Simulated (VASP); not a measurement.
Crystal: ZnS.

```
CELL_PARAMETERS angstrom
0.00000 2.70200 2.70200
2.70200 0.00000 2.70200
2.70200 2.70200 0.00000
ATOMIC_POSITIONS crystal
Zn 0.25000 0.25000 0.25000
S 0.00000 0.00000 0.00000
```

```yaml
Program: VASP 6.6.1
Task: relaxation of cell and atoms
Functional: PBEsol
Potentials_or_basis: VASP PAW PBE potentials, release 64 (Zn, S)
Cutoff: 600 eV
k_mesh: 10 × 10 × 10
Occupations: gaussian, width 0.03 eV
Spin: no spin polarisation
```

At the start: pressure -1.7 GPa; volume 19.73 Å³/atom.

Q: Where does the relaxation end?

A: Over 3 steps the energy falls by 2.7 meV/atom and the volume is 19.26 Å³/atom (-2.4 %); space group F-43m (No. 216, to 0.05 Å).

The path:
```
step  energy change (eV)  largest force (eV/Å)  pressure (GPa)  volume (Å³)
   1              0.0000                0.0000           -1.73        39.45
   2             -0.0049                0.0000            0.60        38.25
   3             -0.0054                0.0000           -0.03        38.51
```

Final structure:
```yaml
crystal:
  lattice:
    - [0.00000, 2.68033, 2.68033]
    - [2.68033, 0.00000, 2.68033]
    - [2.68033, 2.68033, 0.00000]
  atoms:
    - { symbol: Zn, position: [0.25000, 0.25000, 0.25000] }
    - { symbol: S, position: [0.00000, 0.00000, 0.00000] }
```

Caveat: the PAW data sets were made with another functional, which shifts forces and pressure a little.
